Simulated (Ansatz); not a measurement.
# Where the states of ZnAu lie

```
Zn Au
1.0
     3.14700    0.00000    0.00000
     0.00000    3.14700    0.00000
     0.00000    0.00000    3.14700
Zn Au
1 1
Cartesian
  1.5735 1.5735 1.5735
  0.0000 0.0000 0.0000
```

The cell is COD entry 1510322, as deposited and not checked against the literature; nothing was relaxed.

No spin–orbit coupling, which matters for the heavy atoms here.

Method: Ansatz 0.2.0, DFT, PBE, all-electron LAPW, scalar-relativistic.

Numerical set-up: a Γ-centred 13×13×13 k mesh, Fermi–Dirac smearing of 0.05 eV, basis error target 0.5 meV/atom, no spin polarisation.

States per eV and cell, averaged over 0.6 eV, from -10.6 to 5.4 eV, with energies (bin centres) from the Fermi level; empty bins are left out. The partial columns, the largest 3 alone, are projections on Löwdin-orthogonalised atomic shells (those that the program's projection atoms carry: the occupied ones and, for some elements, an empty d or f shell; other empty shells have no column), summed over atoms of an element. Weights on diffuse s and p shells depend on that basis and aren't pure angular character.

```csv
E (eV),total,Zn 3d,Au 5d,Zn 4s
-10.4,0.07,0.00,0.00,0.03
-9.8,0.17,0.00,0.00,0.08
-9.2,0.27,0.01,0.01,0.11
-8.6,0.66,0.20,0.06,0.17
-8.0,8.00,6.45,0.97,0.26
-7.4,8.71,8.02,0.45,0.13
-6.8,1.20,0.44,0.36,0.22
-6.2,1.39,0.37,0.79,0.16
-5.6,3.99,0.47,3.13,0.11
-5.0,3.51,0.24,3.10,0.04
-4.4,3.75,0.20,3.36,0.07
-3.8,3.20,0.16,2.80,0.09
-3.2,0.76,0.02,0.53,0.09
-2.6,0.38,0.01,0.14,0.06
-2.0,0.64,0.01,0.24,0.07
-1.4,0.65,0.01,0.16,0.10
-0.8,0.57,0.01,0.11,0.10
-0.2,0.51,0.01,0.07,0.10
0.4,0.46,0.00,0.05,0.10
1.0,0.43,0.00,0.04,0.11
1.6,0.54,0.00,0.04,0.16
2.2,0.66,0.01,0.05,0.21
2.8,0.85,0.00,0.05,0.25
3.4,0.73,0.00,0.03,0.15
4.0,0.71,0.00,0.02,0.10
4.6,0.68,0.00,0.02,0.06
5.2,0.75,0.00,0.01,0.04
```

Where is the centre of the filled Zn 3d states between -14 eV and the top of the filled states?

-7.43 eV from the Fermi level.
